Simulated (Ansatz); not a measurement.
# Ta2N (P-3m1) in Ansatz: convergence with wavefunction cutoff

Aim: find how far wavefunction cutoff must go before the results for Ta2N settle, at HSE06. This setting moves, with any that are tied to it; all else stays.

Everything below comes from runs of Ansatz 0.2.0. Logs are shortened: lines on timing, memory, paths and dates and some standing lists are left out, and cuts for length are marked.

## Step 1: Starting point

The structure is trigonal, space group P-3m1 (No. 164). The conventional cell has a = 3.113 Å, b = 3.113 Å, c = 4.870 Å, α = 90.00°, β = 90.00°, γ = 120.00°. Ta (site symmetry 3m) has 3 N at 2.18 Å as nearest neighbours. N (site symmetry -3m) has 6 Ta at 2.18 Å as nearest neighbours.

The cell comes from a database or a generator and needn't be the stable form of this composition.

## Step 2: With wavefunction cutoff 200 eV

Input file input.yaml:

```yaml
crystal:
  lattice:
    - [3.112861506, 0.0, 0.0]
    - [-1.556430753, 2.6958171426, 0.0]
    - [0.0, 0.0, 4.869841]
  atoms:
    - { symbol: Ta, position: [0.3333333333, 0.6666666667, 0.254711] }
    - { symbol: Ta, position: [0.6666666667, 0.3333333333, 0.745289] }
    - { symbol: "N", position: [0.0, 0.0, 0.0] }
hamiltonian:
  xc: hse06
  pseudopotentials: { kind: paw }
kpoints:
  mp_grid: { grid: [5, 5, 3] }
scf:
  occupations: { method: fermi_dirac, width: 0.1 }
output:
  forces: true
  stress: true
  eigenvalues: true
basis:
  ecutwfc: "200 eV"
```

Potentials or basis: Ansatz PAW.

Command:

```
$ ansatz run input.yaml --threads 2 --pin off --max-ram 5632MiB --backend cpu --events-out ev --progress --plain --runs-dir out
```

Run time: 18 s. Hardware: 2 threads of Intel Xeon at 2.50GHz (Skylake/Cascade Lake), shared host; peak memory 0.47 GiB.

Results:

```
Free energy            : -20246.7422 eV
Pressure               : -5.3 GPa
Largest force          : 1.094 eV/Å
Band gap on the k mesh : none (metal or under the smearing width)
```

## Step 3: With wavefunction cutoff 250 eV

Edit input.yaml of step 2 so:

```diff
@@ -21,2 +21,2 @@
 basis:
-  ecutwfc: "200 eV"
+  ecutwfc: "250 eV"
```

Potentials or basis: Ansatz PAW.

Command:

```
$ ansatz run input.yaml --threads 2 --pin off --max-ram 5632MiB --backend cpu --events-out ev --progress --plain --runs-dir out
```

It took 24 s on 2 threads of Intel Xeon at 2.50GHz (Skylake/Cascade Lake), shared host; peak memory 0.54 GiB.

Results:

* Free energy: -20250.8175 eV
* Pressure: -8.5 GPa
* Largest force: 0.881 eV/Å
* Band gap on the k mesh: none (metal or under the smearing width)

## Step 4: With wavefunction cutoff 300 eV

Edit input.yaml of step 3 so:

```diff
@@ -21,2 +21,2 @@
 basis:
-  ecutwfc: "250 eV"
+  ecutwfc: "300 eV"
```

Command:

```
$ ansatz run input.yaml --threads 2 --pin off --max-ram 5632MiB --backend cpu --events-out ev --progress --plain --runs-dir out
```

Wall time 28 s (2 threads of Intel Xeon at 2.50GHz (Skylake/Cascade Lake), shared host); peak memory 0.58 GiB.

Results:

- Free energy: -20251.6872 eV
- Pressure: -7.2 GPa
- Largest force: 0.791 eV/Å
- Band gap on the k mesh: none (metal or under the smearing width)

## Step 5: With wavefunction cutoff 350 eV

Edit input.yaml of step 4 so:

```diff
@@ -21,2 +21,2 @@
 basis:
-  ecutwfc: "300 eV"
+  ecutwfc: "350 eV"
```

Command:

```
$ ansatz run input.yaml --threads 2 --pin off --max-ram 5632MiB --backend cpu --events-out ev --progress --plain --runs-dir out
```

It took 44 s on 2 threads of Intel Xeon at 2.50GHz (Skylake/Cascade Lake), shared host; peak memory 0.64 GiB.

What came out:

- Free energy: -20251.8990 eV
- Pressure: -7.3 GPa
- Largest force: 0.785 eV/Å
- Band gap on the k mesh: none (metal or under the smearing width)

## Step 6: With wavefunction cutoff 400 eV

Edit input.yaml of step 5 so:

```diff
@@ -21,2 +21,2 @@
 basis:
-  ecutwfc: "350 eV"
+  ecutwfc: "400 eV"
```

Potentials or basis: Ansatz PAW.

Command:

```
$ ansatz run input.yaml --threads 2 --pin off --max-ram 5632MiB --backend cpu --events-out ev --progress --plain --runs-dir out
```

It took 48 s on 2 threads of Intel Xeon at 2.50GHz (Skylake/Cascade Lake), shared host; peak memory 0.74 GiB.

It converged, with:

* Free energy: -20251.9503 eV
* Pressure: -7.3 GPa
* Largest force: 0.783 eV/Å
* Band gap on the k mesh: none (metal or under the smearing width)

## Step 7: With wavefunction cutoff 450 eV

Edit input.yaml of step 6 so:

```diff
@@ -21,2 +21,2 @@
 basis:
-  ecutwfc: "400 eV"
+  ecutwfc: "450 eV"
```

Command:

```
$ ansatz run input.yaml --threads 2 --pin off --max-ram 5632MiB --backend cpu --events-out ev --progress --plain --runs-dir out
```

It took 50 s on 2 threads of Intel Xeon at 2.50GHz (Skylake/Cascade Lake), shared host; peak memory 0.76 GiB.

The run converged. Its results:

```
Free energy            : -20251.9604 eV
Pressure               : -7.3 GPa
Largest force          : 0.784 eV/Å
Band gap on the k mesh : none (metal or under the smearing width)
```

## Step 8: With wavefunction cutoff 500 eV

Edit input.yaml of step 7 so:

```diff
@@ -21,2 +21,2 @@
 basis:
-  ecutwfc: "450 eV"
+  ecutwfc: "500 eV"
```

Command:

```
$ ansatz run input.yaml --threads 2 --pin off --max-ram 5632MiB --backend cpu --events-out ev --progress --plain --runs-dir out
```

It took 50 s on 2 threads of Intel Xeon at 2.50GHz (Skylake/Cascade Lake), shared host; peak memory 0.86 GiB.

The run converged. Its results:

| Quantity | Value |
| --- | --- |
| Free energy | -20251.9612 eV |
| Pressure | -7.3 GPa |
| Largest force | 0.784 eV/Å |
| Band gap on the k mesh | none (metal or under the smearing width) |

## Step 9: With wavefunction cutoff 600 eV

Edit input.yaml of step 8 so:

```diff
@@ -21,2 +21,2 @@
 basis:
-  ecutwfc: "500 eV"
+  ecutwfc: "600 eV"
```

Potentials or basis: Ansatz PAW.

Command:

```
$ ansatz run input.yaml --threads 2 --pin off --max-ram 5632MiB --backend cpu --events-out ev --progress --plain --runs-dir out
```

Run time: 64 s. Hardware: 2 threads of Intel Xeon at 2.50GHz (Skylake/Cascade Lake), shared host; peak memory 1.1 GiB.

Results (log left out):

| Property | Result |
| --- | --- |
| Free energy | -20251.9623 eV |
| Pressure | -7.3 GPa |
| Largest force | 0.784 eV/Å |
| Band gap on the k mesh | none (metal or under the smearing width) |

## Step 10: With wavefunction cutoff 800 eV

Edit input.yaml of step 9 so:

```diff
@@ -21,2 +21,2 @@
 basis:
-  ecutwfc: "600 eV"
+  ecutwfc: "800 eV"
```

Potentials or basis: Ansatz PAW.

Command:

```
$ ansatz run input.yaml --threads 2 --pin off --max-ram 5632MiB --backend cpu --events-out ev --progress --plain --runs-dir out
```

Output:

```text
Warning: output.stress: scf.convergence.dr2_threshold = 1e-7 eV (the SCF's general default) is looser than the 3e-10 eV advised for a printed stress (1e-10 eV for each atom of the cell: 3). What an SCF threshold leaves in a stress goes as its square root, and in the free energy as the threshold itself, and one threshold admits the most on a small cell: of the crystals measured, under no hybrid functional and no lock of the moments, on runs that ended without the residual-converged pass, on stresses that held no estimate of that error, the worst erred by over 100 MPa in a component at 1e-7 eV an atom and by under 5 at 1e-10. Set scf.convergence.dr2_threshold to 3e-10 eV or tighter. The threshold is an SCF's pass mark: one that does not reach it within its budget of iterations ends unconverged, or closes short of it on a stop that the run arms, and scf.convergence.dr2_threshold's page says what that costs each kind of run
Warning: output.stress: scf.exx.energy_threshold = 1e-6 eV is looser than the 3e-8 eV advised for a stress under a hybrid functional (1e-8 eV for each atom of the cell: 3). Every SCF of the exchange loop can meet its threshold on dr2 while the loop round them stops early: no threshold on dr2 bounds what that leaves in the stress. Set scf.exx.energy_threshold to 3e-8 eV or tighter. The threshold is the loop's pass mark: a loop that does not reach it within its budget of cycles ends unconverged, and scf.exx.energy_threshold's page has the law
Warning: RAYON_NUM_THREADS=2 ignored (pool sized by the plan → 2); use --threads N
Engine: ansatz 0.2.0, x86_64-unknown-linux-gnu
Pseudopotentials: kind: paw
Pseudopotential: Ta, paw, valence charge 13, recommended cutoff 420 eV (normal), Ta.paw.azcp
Pseudopotential: N, paw, valence charge 5, recommended cutoff 420 eV (normal), N.paw.azcp
Functional definition: HSE06
  parameter a = 0.25
  parameter omega = 0.11/bohr
  exchange = pbe_x - a*pbe_x_sr(omega) + a*exact_x_sr(omega)
  correlation = pbe_c
Crystal: 3 atoms, lattice volume = 40.866 Å³
Basis set: ecut = 800 eV, 2093 PW (Γ), exchange–correlation on 60×60×90 points (8 copies of the dense FFT grid, shifted against one another)
Bands: 20, of which v1, the nominal top of the filled ones, is band 16 counted from 1 (15 counted from 0)
Symmetry: 12 space group operations
Space group: P-3m1 (ITA 164), of the structure as read, at distance tolerance 3.4e-5 Å
k-points: 12 of 75
Non-local potential: Ta, projectors of the file, l = 0: 3, l = 1: 2, l = 2: 2, l = 3: 1
Non-local potential: N, projectors of the file, l = 0: 2, l = 1: 2, l = 2: 1
PAW form: soft (Blöchl's): semilocal exchange-correlation on the pseudo side does not see the compensation charge
PAW frozen core: Ta, regenerated for the run's functional, and the local potential with it (the file was generated under x = pbe(κ = 0.804, μ = 0.2195149727645171), c = pbe(β = 0.06672455060314922))
PAW frozen core: N, regenerated for the run's functional, and the local potential with it (the file was generated under x = pbe(κ = 0.804, μ = 0.2195149727645171), c = pbe(β = 0.06672455060314922))
PAW one-centre angular grid: Ta, 590 points (default); XC on 64 Gauss nodes
PAW one-centre angular grid: N, 110 points (default); XC on 64 Gauss nodes
Initial density: superposition of atomic densities (neutral atoms: chi_scale 0, normalization atom), corrected by the library's trained network
Initial wavefunctions: pseudopotential atomic-orbital guess
Functional: x = pbe(κ = 0.804, μ = 0.2195149727645171), c = pbe(β = 0.06672455060314922), warm-up for x = pbe(κ = 0.804, μ = 0.2195149727645171) + 0.25 (exact − pbe) at short range (hse, ω = 0.20786987370883472 Å⁻¹), c = pbe(β = 0.06672455060314922); HSE06 as pw.x's `hse` composes it (authors' and Libxc's form: `xc: wpbeh`)
SCF iter   1: F=—  HF=-20250.871179 eV  |F-HF|=—  |Δ(HF+E_count)|=         —  Δρ=7.93e-3  dr2=3.22e-2  ethr=1.77e-3  ⟨swp⟩=5.1  Hψ=958  notcnv=0
preconditioner: auto → Kerker (q_TF=auto, 2.605 Å⁻¹)  [metal: Δε(μ)=0.240 eV  Ē_g=8.376 eV  σ=0.100 eV  W_gap=0.45  n_scr=10 (ndim 8)  ℏωp=22.5 eV  f_vac=0.000  D(μ)=1.73/eV (n_scr^D=22)]
SCF iter   2: F=—  HF=-20250.866077 eV  |F-HF|=—  |Δ(HF+E_count)|=   5.10e-3  Δρ=4.01e-3  dr2=6.33e-3  ethr=1.04e-4  ⟨swp⟩=3.1  Hψ=474  notcnv=0  defer=1
[... 37 lines left out ...]
SCF iter   7: F=—  HF=-20251.963085 eV  |F-HF|=—  |Δ(HF+E_count)|=   1.33e-8  Δρ=1.67e-6  dr2=9.63e-10  ethr=1.00e-12  ⟨swp⟩=5.1  Hψ=700  notcnv=0
SCF iter   8: F=—  HF=-20251.963085 eV  |F-HF|=—  |Δ(HF+E_count)|=  2.04e-10  Δρ=9.51e-8  dr2=3.70e-10  ethr=1.00e-12  ⟨swp⟩=4.0  Hψ=558  notcnv=0
SCF iter   9: F=-20251.963085 eV  HF=-20251.963085 eV  |F-HF|=2.55e-11  |Δ(HF+E_count)|=   1.50e-9  Δρ=5.09e-7  dr2=7.71e-11  ethr=1.00e-12  ⟨swp⟩=4.5  Hψ=542  notcnv=0
SCF 3 converged in 9 iterations: F = -20251.963085 eV  dr2 = 7.71e-11
  Residual-converged pass: ⟨swp⟩=3.3  Hψ=511  notcnv=0  max |occ|·‖R‖ = 2.5e-7 eV (tolerance 2.7e-7 eV)  dr2=7.82e-11  dr2_onsite=2.63e-12  max |Δocc| = 2.5e-13
hybrid outer 2: dexx = +2.051e-6 eV, tail = 2.54e-9 eV, Δε = 2.78e-3 eV (about 3.97e-5 eV left of the loop's levels), ΔF = 1.88e-3 eV/Å (tail 2.32e-4)
hybrid SCF converged: 2 outer / 17 inner (+8 warm-up), last move |dexx| = 2.05e-6 eV, tail = 2.54e-9 eV
Stability not checked: this state was not tested for a lower state beside it, because the functional holds exact exchange (a hybrid, or Hartree-Fock), whose exchange loop this test does not read (fock_operator; see scf.lower_state_search)
Free energy (F): -20251.963086 eV
Frozen-core exchange: fock
Harris-Foulkes:  -20251.963086 eV  (|F-HF|=2.55e-11)
Internal energy: -20251.921295 eV  (E = F + TS)
E sigma→0 (E₀):  -20251.942190 eV
Entropy (-TS):   -0.041790 eV (-13.930 meV/atom)
Fermi energy:    19.687988 eV
--- Per-component energies (eV) ---
  E_band       = -238.779890
  E_kinetic    = 859.994215
  E_local      = -1238.023175  (includes V_loc(G=0)·N_el)
  E_nonlocal   = 76.551141
  E_hartree    = 425.506459
  E_xc         = -397.466327
  E_vxc        = -385.801959  (∫ρ·V_xc dr)
  E_exx        = -85.300635  (= α·E_x^exact, valence–valence)
  E_paw        = -16934.760369  (= ΣΔE_a)
  E_vpaw       = -231.911862  (= ΣTr[D̂ρ^β])
  E_aug_tail   = -0.000003  (compensation charges beyond the density's cutoff)
  E_ewald      = -2951.694484
  E_core_change = -6.728118  (= ΣΔE_core)
  E_smearing   = -0.041790  (= −TS)
  E_closure    = 0.000000  (closes the sum)
  Σ components = -20251.963086   (vs F -20251.963086, Δ=-3.64e-12)
--- Forces (eV/Å), atoms counted from 1 ---
  atom   1  Ta    -0.00000000     0.00000000    -0.78393698
  atom   2  Ta    -0.00000000    -0.00000000     0.78393698
  atom   3  N      0.00000000     0.00000000     0.00000000
  max |Σ_I F_I| component: 1.11e-16 eV/Å
--- Stress (GPa, compression-positive) ---
       -9.293703      -0.000000       0.000000
       -0.000000      -9.293703      -0.000000
        0.000000      -0.000000      -3.298907
  P = ⅓ Tr σ = -7.2954 GPa (-72.954 kbar)
--- Band table (eV; the first three rows and the last of 12) ---
  k-point 0: bands = ["-52.8870", "-52.7947", "-18.6155", "-17.7631", "-17.7631", "-17.6318", "-17.6318", "-17.4945", "-0.0071", "10.0069", "12.6529", "12.6529", "13.7406", "19.0086", "19.5448", "19.5448", "19.9310", "20.2104", "20.2104", "21.1273"]
  k-point 1: bands = ["-52.8642", "-52.8177", "-18.3546", "-17.7916", "-17.7310", "-17.7310", "-17.6631", "-17.6631", "0.1792", "9.4566", "12.5094", "12.5094", "15.1295", "17.3733", "18.6532", "18.6532", "21.4196", "21.4764", "21.4764", "22.5208"]
  k-point 2: bands = ["-52.8644", "-52.7874", "-18.4811", "-18.0206", "-17.8678", "-17.8494", "-17.6512", "-17.5473", "0.3792", "10.7806", "11.0599", "12.6141", "15.1024", "16.6913", "18.0633", "19.7647", "20.4767", "20.7728", "21.6702", "23.0124"]
  k-point 11: bands = ["-52.7988", "-52.7892", "-18.4810", "-18.3779", "-18.1434", "-17.9835", "-17.7778", "-17.6855", "0.9368", "10.4362", "11.5955", "12.1627", "16.1938", "16.6991", "17.1429", "19.4956", "21.7755", "22.1729", "23.2847", "24.4393"]
```

Wall time 88 s (2 threads of Intel Xeon at 2.50GHz (Skylake/Cascade Lake), shared host); peak memory 1.6 GiB.

Results:

```
Free energy            : -20251.9631 eV
Pressure               : -7.3 GPa
Largest force          : 0.784 eV/Å
Band gap on the k mesh : none (metal or under the smearing width)
```

## Step 11: The series at a glance

| wavefunction cutoff | energy less the tightest run, at zero smearing (meV/atom) | pressure (GPa) | largest force (eV/Å) | SCF cycles | CPU time (s) | peak memory (GiB) |
| --- | --- | --- | --- | --- | --- | --- |
| 200 eV | 1740.78 | -5.30 | 1.094 | 24 | 22 | 0.47 |
| 250 eV | 381.92 | -8.53 | 0.881 | 23 | 28 | 0.54 |
| 300 eV | 91.94 | -7.18 | 0.791 | 24 | 34 | 0.58 |
| 350 eV | 21.37 | -7.27 | 0.785 | 24 | 42 | 0.64 |
| 400 eV | 4.25 | -7.28 | 0.783 | 24 | 48 | 0.74 |
| 450 eV | 0.91 | -7.29 | 0.784 | 24 | 55 | 0.76 |
| 500 eV | 0.63 | -7.29 | 0.784 | 24 | 64 | 0.86 |
| 600 eV | 0.25 | -7.29 | 0.784 | 24 | 85 | 1.1 |
| 800 eV | 0.00 | -7.30 | 0.784 | 25 | 140 | 1.6 |

Against the tightest run, the energy stays within 1 meV/atom from 450 eV on; the pressure stays within 0.1 GPa from 350 eV on; the largest force stays within 0.005 eV/Å from 350 eV on. The tightest run that finished is the yardstick and may itself not be fully converged.

Caveats: all runs use coarse meshes; the PAW data sets come from PBE, with cores solved anew for the run's functional, which leaves a small shift of forces and pressure; the thresholds are loose for stress.
